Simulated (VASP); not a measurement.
# Tl8Br7 (a cell with a defect) in VASP: a series of runs

One crystal, Tl8Br7 (a cell with a defect), is run at these levels: PBE; tasks: single point.

All numbers are computed with VASP 6.6.1; they aren't measurements. Logs are shortened: lines on timing, memory, paths and dates and some standing lists are left out, and cuts for length are marked.

## (1) The structure

The cell holds a defect, 15 atoms: a = 7.969 Å, b = 7.969 Å, c = 7.969 Å, α = 90.00°, β = 90.00°, γ = 90.00°.

## (2) Single point, PBE

INCAR reads:

```
SYSTEM = Tl8Br7
PREC     = Accurate       ! precision mode
ENCUT    = 520            ! plane-wave cutoff, eV
EDIFF    = 1E-6           ! SCF threshold, eV
ISMEAR   = -1             ! smearing method
SIGMA    = 0.05           ! smearing width, eV
LREAL    = Auto         
LASPH    = .TRUE.         ! aspherical terms in the spheres
NELM     = 100            ! most SCF steps
ALGO     = Fast           ! electronic algorithm
ISIF     = 2              ! what is computed and relaxed
LWAVE    = .FALSE.        ! write WAVECAR
LCHARG   = .FALSE.        ! write CHGCAR
GGA      = PE             ! functional
NBANDS   = 90             ! bands
```

KPOINTS reads:

```
regular mesh
0
G
  2 2 2
  0 0 0
```

POSCAR reads:

```
Tl8Br7
1.0
    7.9686600000      0.0000000000      0.0000000000
    0.0000000000      7.9686600000      0.0000000000
    0.0000000000      0.0000000000      7.9686600000
Tl Br
8 7
Direct
   -0.0218237445      0.0237564409      0.0012012057
    0.0036280880     -0.0017302784      0.5011508836
   -0.0222789026      0.4781229215      0.0011427266
    0.0033924148      0.5040535046      0.5011690799
    0.5237870608      0.0235493797      0.0011479973
    0.4978953802     -0.0021520557      0.5011543974
    0.5233371734      0.4779222605      0.0009760738
    0.4976919582      0.5035448871      0.5009785836
    0.2507316161      0.2510358078      0.2540187434
    0.2507564634      0.2507490594      0.7482810159
    0.2507518203      0.7508341428      1.0011185068
    0.7507206983      0.2508553508      0.2803255503
    0.7507513183      0.2507784245      0.7219698168
    0.7507498124      0.7507772951      0.2540218807
    0.7507372632      0.7508945042      0.7482604353
```

Potentials or basis: VASP PAW PBE potentials, release 64 (Tl_d, Br).

Run with:

```sh
cat potpaw_PBE.64/Tl_d/POTCAR potpaw_PBE.64/Br/POTCAR > POTCAR
mpirun -np 1 vasp_std > vasp.out
```

OUTCAR:

```text
SYSTEM = Tl8Br7
   PREC = Accurate
   ENCUT = 520
   EDIFF = 1E-6
   ISMEAR = -1
   LREAL = Auto
   LASPH = .TRUE.
   NELM = 100
   ISIF = 2
   GGA = PE

 ion  position               nearest neighbor table
   1  0.978  0.024  0.001-  11 3.07  12 3.39  13 3.39   3 3.62   5 3.62   2 3.99   2 4.00
   2  0.004  0.998  0.501-  13 3.35  12 3.35  10 3.44   9 3.44  15 3.44  14 3.44   4 3.94   6 3.94
                             1 3.99   1 4.00   6 4.03   4 4.03
   3  0.978  0.478  0.001-  11 3.08  12 3.39  13 3.39   1 3.62   7 3.62   4 3.99   4 4.00
   4  0.003  0.504  0.501-  12 3.35  13 3.35  14 3.43  15 3.44   9 3.44  10 3.44   2 3.94   8 3.94
                             3 3.99   3 4.00   8 4.03   2 4.03
   5  0.524  0.024  0.001-  11 3.08  13 3.39  12 3.39   7 3.62   1 3.62   6 3.99   6 3.99
   6  0.498  0.998  0.501-  13 3.35  12 3.35  15 3.44  14 3.44  10 3.44   9 3.44   2 3.94   8 3.94
                             5 3.99   5 3.99   8 4.03   2 4.03
   7  0.523  0.478  0.001-  11 3.07  13 3.39  12 3.39   5 3.62   3 3.62   8 3.99   8 3.99
   8  0.498  0.504  0.501-  12 3.35  13 3.35   9 3.43  10 3.44  14 3.44  15 3.44   4 3.94   6 3.94
                             7 3.99   7 3.99   6 4.03   4 4.03
   9  0.251  0.251  0.254-   8 3.43   2 3.44   6 3.44   4 3.44
  10  0.251  0.251  0.748-   2 3.44   8 3.44   6 3.44   4 3.44
  11  0.251  0.751  0.001-   7 3.07   1 3.07   3 3.08   5 3.08
  12  0.751  0.251  0.280-   2 3.35   8 3.35   6 3.35   4 3.35   5 3.39   3 3.39   1 3.39   7 3.39

  13  0.751  0.251  0.722-   2 3.35   6 3.35   4 3.35   8 3.35   5 3.39   3 3.39   7 3.39   1 3.39

  14  0.751  0.751  0.254-   4 3.43   6 3.44   8 3.44   2 3.44
  15  0.751  0.751  0.748-   4 3.44   6 3.44   2 3.44   8 3.44

  LATTYP: Found a simple cubic cell.
 ALAT       =     7.9686600000

  Lattice vectors:

 A1 = (   7.9686600000,   0.0000000000,   0.0000000000)
 A2 = (   0.0000000000,   7.9686600000,   0.0000000000)
 A3 = (   0.0000000000,   0.0000000000,   7.9686600000)

Analysis of symmetry for initial positions (statically):
=====================================================================
 Subroutine PRICEL returns:
 Original cell was already a primitive cell.

 Routine SETGRP: Setting up the symmetry group for a
 simple cubic supercell.

 Subroutine GETGRP returns: Found  1 space group operations
 (whereof  1 operations were pure point group operations)
 out of a pool of 48 trial point group operations.

The static configuration has the point symmetry C_1 .

Analysis of symmetry for dynamics (positions and initial velocities):
=====================================================================
 Subroutine PRICEL returns:
 Original cell was already a primitive cell.

 Routine SETGRP: Setting up the symmetry group for a
 simple cubic supercell.

 Subroutine GETGRP returns: Found  1 space group operations
 (whereof  1 operations were pure point group operations)
 out of a pool of 48 trial point group operations.

The dynamic configuration has the point symmetry C_1 .

 Subroutine INISYM returns: Found  1 space group operations
 (whereof  1 operations are pure point group operations),
 and found     1 'primitive' translations

----------------------------------------------------------------------------------------

                                     Primitive cell

  volume of cell :     506.0063

  direct lattice vectors                    reciprocal lattice vectors
     7.968660000  0.000000000  0.000000000     0.125491613  0.000000000  0.000000000
     0.000000000  7.968660000  0.000000000     0.000000000  0.125491613  0.000000000
     0.000000000  0.000000000  7.968660000     0.000000000  0.000000000  0.125491613

  length of vectors
     7.968660000  7.968660000  7.968660000     0.125491613  0.125491613  0.125491613

  position of ions in fractional coordinates (direct lattice)
     0.978176256  0.023756441  0.001201206
     0.003628088  0.998269722  0.501150884
     0.977721097  0.478122922  0.001142727
     0.003392415  0.504053505  0.501169080
     0.523787061  0.023549380  0.001147997
     0.497895380  0.997847944  0.501154397
     0.523337173  0.477922261  0.000976074
     0.497691958  0.503544887  0.500978584
[... 30 lines left out ...]
Automatic generation of k-mesh.
 Grid dimensions read from file:
 generate k-points for:    2    2    2

 Generating k-lattice:

  Cartesian coordinates                     Fractional coordinates (reciprocal lattice)
     0.062745807  0.000000000  0.000000000     0.500000000  0.000000000  0.000000000
     0.000000000  0.062745807  0.000000000     0.000000000  0.500000000  0.000000000
     0.000000000  0.000000000  0.062745807     0.000000000  0.000000000  0.500000000

  Length of vectors
     0.062745807  0.062745807  0.062745807

  Shift w.r.t. Gamma in fractional coordinates (k-lattice)
     0.000000000  0.000000000  0.000000000

 Subroutine IBZKPT returns following result:
 ===========================================

[... 26 lines left out ...]
   LSORBIT =      F    spin-orbit coupling
   LASPH  =      T    aspherical Exc in radial PAW
   ENCUT  =  520.0 eV  38.22 Ry    6.18 a.u.  14.82 14.82 14.82*2*pi/ulx,y,z
   NELM   =    100;   NELMIN=  2; NELMDL= -5     # of ELM steps
   EDIFF  = 0.1E-05   stopping-criterion for ELM
   LREAL  =      T    real-space projection
   EDIFFG = 0.1E-04   stopping-criterion for IOM
   NSW    =      0    number of steps for IOM
[... 5 lines left out ...]
   TEBEG  =    0.0;   TEEND  =   0.0 temperature during run
   PSTRESS=    0.0 pullay stress
   NELECT =     153.0000    total number of electrons
   NUPDOWN=      -1.0000    fix difference up-down
   EMIN   =  10.00;   EMAX   =-10.00  energy-range for DOS
   EFERMI =   0.00;   METHOD = LEGACY
   ISMEAR =    -1;   SIGMA  =   0.05  broadening in eV -4-tet -1-fermi 0-gaus
   EFERMI_NEDOS =   21; number of points for ismear=-14 and -15
   IALGO  =     68    algorithm
   IMIX   =      4    mixing-type and parameters
     AMIX     =   0.40;   BMIX     =  1.00
     AMIX_MAG =   1.60;   BMIX_MAG =  1.00
  volume/ion in A,a.u.               =      33.73       227.65
  Fermi-wavevector in a.u.,A,eV,Ry     =   1.098803  2.076437 16.427253  1.207369
  Thomas-Fermi vector in A             =   2.235187
   LORBIT       =      0    0 simple, 1 ext, 2 COOP (PROOUT), +10 PAW based schemes
   GGA     = PE    functional components
   LHFCALC =     F    Hartree Fock is set to
   AEXX    =    0.0000 exact exchange contribution
   IVDW    =     0    specifies the selected vdW correction
   LEPSILON=     F    determine dielectric tensor
   LRPA    =     F    only Hartree local field effects (RPA)
 non-spin polarized calculation
 RMM-DIIS sequential band-by-band and
  energy-cutoff  :      520.00
  volume of cell :      506.01
 maximum number of plane-waves:     13704
 NGX is ok and might be reduce to    60
   NGX = 29   NGY = 29   NGZ = 29

 number of electron     152.9999994 magnetization

 Free energy of the ion-electron system (eV)
  ---------------------------------------------------
  ext. energy  EPLUGINS =         0.00000000
  ---------------------------------------------------
  free energy    TOTEN  =       -40.09489062 eV

  energy without entropy =      -40.08832451  energy(sigma->0) =      -40.09160757

 E-fermi :   4.2027     XC(G=0):  -8.6333

 val. band max:        4.0672471574   @ k =   0.0000   0.0000   0.5000
 cond. band min:       4.3352184111   @ k =   0.0000   0.0000   0.0000
 fundamental gap:      0.2679712537
 Fermi energy:         4.2026862421

 k-point     1 :       0.0000    0.0000    0.0000
  band No.  band energies     occupation
      1     -11.8421      2.00000
      2     -11.6681      2.00000
      3     -11.5776      2.00000
      4     -11.4734      2.00000
      5     -11.4718      2.00000
      6     -11.3607      2.00000
[... 717 lines left out ...]
     87       6.5752      0.00000
     88       6.6119      0.00000
 [bands above 88 left out]

------------------------ aborting loop because EDIFF is reached ----------------------------------------

  FORCE on cell =-STRESS in cart. coord.  units (eV):
  Direction    XX          YY          ZZ          XY          YZ          ZX
  --------------------------------------------------------------------------------------
  -------------------------------------------------------------------------------------
  Total        3.8420395      3.8432289      4.5800867     -0.0003746      0.0029879     -0.0008861
  in kB       12.1651234     12.1688892     14.5020165     -0.0011862      0.0094607     -0.0028057
  external PRESSURE =      12.9453430 kB  Pullay stress =       0.0000000 kB

 VOLUME and BASIS-vectors are now :
 -----------------------------------------------------------------------------
  energy-cutoff  :      520.00
  volume of cell :      506.01
      direct lattice vectors                 reciprocal lattice vectors
     7.968660000  0.000000000  0.000000000     0.125491613  0.000000000  0.000000000
     0.000000000  7.968660000  0.000000000     0.000000000  0.125491613  0.000000000
     0.000000000  0.000000000  7.968660000     0.000000000  0.000000000  0.125491613

 POSITION                                       TOTAL-FORCE (eV/Angst)
 -----------------------------------------------------------------------------------
      7.79475      0.18931      0.00957        -0.005627      0.003412     -0.003378
      0.02891      7.95487      3.99350         0.004623     -0.005319     -0.001917
      7.79113      3.81000      0.00911        -0.003361     -0.004183     -0.003637
      0.02703      4.01663      3.99365         0.005944      0.003377     -0.002770
      4.17388      0.18766      0.00915         0.002439      0.002574     -0.002891
      3.96756      7.95151      3.99353        -0.004135     -0.003675     -0.003132
      4.17030      3.80840      0.00778         0.003825     -0.005087     -0.002465
      3.96594      4.01258      3.99213        -0.004854      0.005064     -0.000981
      1.99799      2.00042      2.02419         0.003504      0.002633      0.006313
      1.99819      1.99813      5.96280        -0.002184     -0.001220      0.000762
      1.99816      5.98314      0.00891         0.000539     -0.000642     -0.001870
      5.98224      1.99898      2.23382        -0.001937      0.000257     -0.017774
      5.98248      1.99837      5.75313         0.002874      0.003221      0.027644
      5.98247      5.98269      2.02421         0.001481      0.002311      0.004685
      5.98237      5.98362      5.96263        -0.003131     -0.002725      0.001409
 -----------------------------------------------------------------------------------
    total drift:                                0.004903      0.001991      0.027411

  FREE ENERGIE OF THE ION-ELECTRON SYSTEM (eV)
  ---------------------------------------------------
  free  energy   TOTEN  =       -40.0948906197 eV

  energy  without entropy=      -40.0883245134  energy(sigma->0) =      -40.09160757
```

It took 5.2 min on 1 thread of Intel Xeon 6975P-C (Granite Rapids), shared host; peak memory 0.59 GiB.

Results:

```yaml
Free_energy: -40.0949 eV
Pressure: 1.3 GPa
Largest_force: 0.028 eV/Å
Band_gap_on_the_k_mesh: none (metal or under the smearing width)
```

Forces on the atoms (eV/Å):
```
Tl  -0.006  0.003 -0.003
Tl   0.005 -0.005 -0.002
Tl  -0.003 -0.004 -0.004
Tl   0.006  0.003 -0.003
Tl   0.002  0.003 -0.003
Tl  -0.004 -0.004 -0.003
Tl   0.004 -0.005 -0.002
Tl  -0.005  0.005 -0.001
Br   0.004  0.003  0.006
Br  -0.002 -0.001  0.001
Br   0.001 -0.001 -0.002
Br  -0.002  0.000 -0.018
Br   0.003  0.003  0.028
Br   0.001  0.002  0.005
Br  -0.003 -0.003  0.001
```

Stress tensor (GPa, compression positive):
```
1.22 0.00 0.00
0.00 1.22 0.00
0.00 0.00 1.45
```

Levels at points of the mesh, in eV from the Fermi level:
| k point | band 73 | band 74 | band 75 | band 76 | band 77 | band 78 | band 79 | band 80 |
| --- | --- | --- | --- | --- | --- | --- | --- | --- |
| (0.00, 0.00, 0.00) | -2.96 | -2.84 | -2.32 | -2.32 | -0.49 | -0.34 | -0.28 | 0.13 |
| (0.50, 0.00, 0.00) | -3.04 | -2.99 | -2.96 | -2.94 | 0.38 | 0.41 | 0.69 | 0.72 |
| (0.00, 0.50, 0.00) | -3.04 | -2.99 | -2.96 | -2.94 | 0.38 | 0.41 | 0.69 | 0.72 |
| (0.00, 0.00, 0.50) | -3.13 | -3.04 | -2.86 | -2.86 | -0.14 | 0.79 | 1.00 | 1.00 |
| (0.50, 0.50, 0.00) | -2.86 | -2.86 | -2.57 | -2.57 | 0.59 | 0.59 | 0.65 | 0.98 |
| (0.00, 0.50, 0.50) | -2.96 | -2.94 | -2.80 | -2.27 | 0.63 | 0.92 | 0.97 | 1.06 |
| (0.50, 0.00, 0.50) | -2.96 | -2.94 | -2.80 | -2.27 | 0.63 | 0.92 | 0.97 | 1.06 |
| (0.50, 0.50, 0.50) | -2.83 | -2.68 | -2.58 | -2.58 | 0.72 | 1.28 | 1.28 | 1.54 |

Caveat: the k mesh is coarse (spacing up to 0.39 Å⁻¹), so the values aren't converged; an odd number of electrons without spin polarisation forces a metal; a magnetic or distorted state may lie lower. The run has no spin-orbit coupling, so splittings on Tl are missing.

## (3) Single point, PBE

INCAR reads:

```
PREC = Accurate
ENCUT = 520
EDIFF = 1E-6
ISMEAR = -1
SIGMA = 0.05
LREAL = Auto
LASPH = True
NELM = 100
ALGO = Fast
ISIF = 2
LWAVE = False
LCHARG = False
GGA = PE
NBANDS = 90
```

KPOINTS reads:

```
regular mesh
0
Gamma
  2 2 2
```

POSCAR reads:

```
Tl8Br7
1.0
    7.9686600000      0.0000000000      0.0000000000
    0.0000000000      7.9686600000      0.0000000000
    0.0000000000      0.0000000000      7.9686600000
Tl Br
8 7
Direct
   -0.0150809546      0.0170832988      0.0023473206
    0.0010974242      0.0008463154      0.4998761398
   -0.0155998625      0.4848404876      0.0021063767
    0.0008940023      0.5017650395      0.4996685766
    0.5171417779      0.0169603170      0.0020812784
    0.5002856189      0.0003533844      0.4996409685
    0.5165871050      0.4847417257      0.0020088697
    0.5000806911      0.5011675740      0.4995455949
    0.2506918353      0.2510698160      0.2549628168
    0.2507203219      0.2507495614      0.7493224708
    0.2507451692      0.7509257516      1.1299284949
    0.7507252160      0.2509031631      0.2690235247
    0.7506992393      0.2508830845      0.7270620154
    0.7507245886      0.7507648714      0.2549436166
    0.7506495446      0.7509552422      0.7493119295
```

Potentials or basis: VASP PAW PBE potentials, release 64 (Tl_d, Br).

Run with:

```sh
cat potpaw_PBE.64/Tl_d/POTCAR potpaw_PBE.64/Br/POTCAR > POTCAR
mpirun -np 1 vasp_std > vasp.out
```

Wall time 5.1 min (1 thread of Intel Xeon 6975P-C (Granite Rapids), shared host); peak memory 0.59 GiB.

Results (log left out):

- Free energy: -40.2201 eV
- Pressure: 1.1 GPa
- Largest force: 0.158 eV/Å
- Band gap on the k mesh: none (metal or under the smearing width)

Forces in eV/Å, atoms in the order of the input:
```
Tl   0.017 -0.019 -0.011
Tl   0.021 -0.021 -0.024
Tl   0.019  0.018 -0.010
Tl   0.020  0.017 -0.023
Tl  -0.021 -0.021 -0.008
Tl  -0.020 -0.020 -0.025
Tl  -0.019  0.017 -0.010
Tl  -0.021  0.022 -0.024
Br   0.003  0.002  0.014
Br   0.000 -0.001  0.011
Br   0.001  0.001  0.158
Br  -0.003  0.000 -0.029
Br   0.003  0.004 -0.045
Br   0.001  0.002  0.014
Br  -0.001 -0.002  0.013
```

Stress tensor (GPa, compression positive):
```
1.03 0.00 0.00
0.00 1.03 0.00
0.00 0.00 1.13
```

Levels at points of the mesh, in eV from the Fermi level:
```tsv
k point	band 74	band 75	band 76	band 77	band 78	band 79
(0.00, 0.00, 0.00)	-2.63	-2.34	-2.34	-0.70	-0.35	-0.35
(0.50, 0.00, 0.00)	-3.05	-3.03	-3.00	0.27	0.41	0.72
(0.00, 0.50, 0.00)	-3.05	-3.03	-3.00	0.27	0.41	0.72
(0.00, 0.00, 0.50)	-3.07	-2.89	-2.89	-0.04	0.74	0.91
(0.50, 0.50, 0.00)	-2.90	-2.58	-2.55	0.64	0.65	0.65
(0.00, 0.50, 0.50)	-2.96	-2.69	-2.43	0.57	0.84	1.01
(0.50, 0.00, 0.50)	-2.96	-2.69	-2.43	0.57	0.84	1.01
(0.50, 0.50, 0.50)	-2.74	-2.71	-2.71	0.84	1.17	1.17
```

Caveat: the k mesh is coarse (spacing up to 0.39 Å⁻¹), so the values aren't converged; an odd number of electrons without spin polarisation forces a metal; a magnetic or distorted state may lie lower.

## (4) Single point, PBE

INCAR reads:

```
  ALGO = Fast
  EDIFF = 1E-6
  ENCUT = 520
  GGA = PE
  ISIF = 2
  ISMEAR = -1
  LASPH = T
  LCHARG = F
  LREAL = Auto
  LWAVE = F
  NBANDS = 90
  NELM = 80
  PREC = Accurate
  SIGMA = 0.05
```

KPOINTS reads:

```
k-points
0
Gamma
  2 2 2
```

POSCAR reads:

```
Tl8Br7
1.0
    7.9686600000      0.0000000000      0.0000000000
    0.0000000000      7.9686600000      0.0000000000
    0.0000000000      0.0000000000      7.9686600000
Tl Br
8 7
Direct
   -0.0023286224      0.0045001293      0.0051003556
   -0.0030090379      0.0049569187      0.4979764477
   -0.0030695249      0.4973860097      0.0044780427
   -0.0031190941      0.4980870058      0.4974421044
    0.5046802097      0.0046049148      0.0044639877
    0.5042133809      0.0043644728      0.4973679389
    0.5038805772      0.4973484877      0.0045357689
    0.5039784606      0.4972857419      0.4973888960
    0.2506886980      0.2511282951      0.2511857703
    0.2506844313      0.2506958510      0.7511234009
    0.2506462818      0.7510489844      1.2510832436
    0.7508581117      0.2508927473      0.2512182726
    0.7506494191      0.2509861131      0.7511298010
    0.7506774037      0.7506790351      0.2510740827
    0.7504645700      0.7510625375      0.7511744760
```

Run with:

```sh
cat potpaw_PBE.64/Tl_d/POTCAR potpaw_PBE.64/Br/POTCAR > POTCAR
mpirun -np 1 vasp_std > vasp.out
```

Wall time 5.3 min (1 thread of Intel Xeon 6975P-C (Granite Rapids), shared host); peak memory 0.59 GiB.

It converged, with:

- Free energy: -40.3438 eV
- Pressure: 0.7 GPa
- Largest force: 0.004 eV/Å
- Band gap on the k mesh: none (metal or under the smearing width)

Forces on the atoms (eV/Å):
```
Tl  -0.002  0.003  0.001
Tl  -0.001  0.002 -0.001
Tl  -0.001 -0.001  0.002
Tl  -0.002 -0.004 -0.001
Tl  -0.001  0.000  0.001
Tl   0.002  0.002  0.000
Tl   0.004 -0.001  0.002
Tl   0.003 -0.001  0.000
Br   0.001 -0.002 -0.001
Br   0.000  0.001 -0.001
Br   0.000 -0.001 -0.001
Br  -0.001  0.001 -0.001
Br   0.000  0.000  0.000
Br   0.000  0.002 -0.001
Br  -0.001 -0.001 -0.001
```

Levels at points of the mesh, in eV from the Fermi level:
| k point | band 73 | band 74 | band 75 | band 76 | band 77 | band 78 | band 79 | band 80 |
| --- | --- | --- | --- | --- | --- | --- | --- | --- |
| (0.00, 0.00, 0.00) | -2.93 | -2.29 | -2.29 | -2.29 | -1.00 | -0.28 | -0.28 | 0.04 |
| (0.50, 0.00, 0.00) | -3.03 | -3.03 | -2.95 | -2.95 | 0.25 | 0.52 | 0.83 | 0.83 |
| (0.00, 0.50, 0.00) | -3.03 | -3.03 | -2.95 | -2.95 | 0.25 | 0.52 | 0.83 | 0.83 |
| (0.00, 0.00, 0.50) | -3.03 | -3.03 | -2.95 | -2.95 | 0.25 | 0.52 | 0.83 | 0.83 |
| (0.50, 0.50, 0.00) | -2.88 | -2.88 | -2.54 | -2.52 | 0.62 | 0.82 | 0.83 | 1.23 |
| (0.00, 0.50, 0.50) | -2.88 | -2.88 | -2.54 | -2.52 | 0.62 | 0.82 | 0.83 | 1.23 |
| (0.50, 0.00, 0.50) | -2.88 | -2.88 | -2.54 | -2.52 | 0.62 | 0.82 | 0.83 | 1.23 |
| (0.50, 0.50, 0.50) | -2.78 | -2.78 | -2.78 | -2.72 | 1.19 | 1.19 | 1.19 | 1.50 |

Caveat: the k mesh is coarse (spacing up to 0.39 Å⁻¹), so the values aren't converged; an odd number of electrons without spin polarisation forces a metal; a magnetic or distorted state may lie lower. Spin-orbit coupling is left out, which matters for the levels of Tl.
